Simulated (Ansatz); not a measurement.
LiCl in the zincblende structure, relaxed with r2SCAN: 9 runs in Ansatz, each a construction of maximally localised Wannier functions. Space group F-43m (No. 216), cubic; a = 5.466 Å in the conventional setting, 20.41 Å³ an atom. Li is surrounded by 4 Cl at 2.37 Å; Cl is surrounded by 4 Li at 2.37 Å. All values are calculated for a non-magnetic cell, which may be hypothetical.

```
Li Cl
1.0
     0.00000    2.73304    2.73304
     2.73304    0.00000    2.73304
     2.73304    2.73304    0.00000
Li Cl
1 1
Direct
  0.00000 0.00000 0.00000
  0.25000 0.25000 0.25000
```

Windows count from the top of the filled bands; a dash means that no such window was set (without an outer window there is no disentanglement). Rows marked drawn have settings drawn at random (some not listed).

```
functional  SCF mesh             trial orbitals  functions   mesh     window (eV)  frozen (eV)  settings  Ω total (Å²)  Ω invariant (Å²)  largest spread (Å²)  least projectability  interpolation miss of the model's filled bands (eV, to the nearest computed level)
       PBE     6×6×6                 Cl s, Cl p          4  6×6×6               –            –    chosen          3.86              3.16                 0.96                  0.98                                                                               0.002
       PBE     6×6×6                 Cl s, Cl p          4  4×4×4               –            –    chosen          3.72              3.03                 0.93                  0.98                                                                               0.025
       PBE     6×6×6                 Cl s, Cl p          4  8×8×8               –            –    chosen          3.91              3.21                 0.98                  0.98                                                                               0.000
       PBE     6×6×6                       Cl p          3  6×6×6               –            –    chosen          3.90              3.89                 1.30                  0.98                                                                               0.002
    r2SCAN     6×6×6                 Cl s, Cl p          4  6×6×6               –            –    chosen          3.82              3.11                 0.96                  0.98                                                                               0.002
    r2SCAN     6×6×6                       Cl p          3  6×6×6               –            –    chosen          3.86              3.84                 1.29                  0.98                                                                               0.002
     HSE06     6×6×6                 Cl s, Cl p          4  6×6×6               –            –    chosen          3.80              3.10                 0.95                  0.98                                                                                   –
       PBE     6×6×6  Cl s, Cl p (plain search)          4  6×6×6               –            –     drawn          4.72              3.16                 1.30                  0.98                                                                               0.002
       PBE     6×6×6                 Cl s, Cl p          4  6×6×6  -24.5 to +13.7            –     drawn          3.26              2.54                 0.81                  0.97                                                                               0.811
```

For Cl s, Cl p with PBE the spread goes 3.72 Å² (4×4×4), 3.86 Å² (6×6×6), 3.91 Å² (8×8×8): finite differences on a coarse mesh understate it.
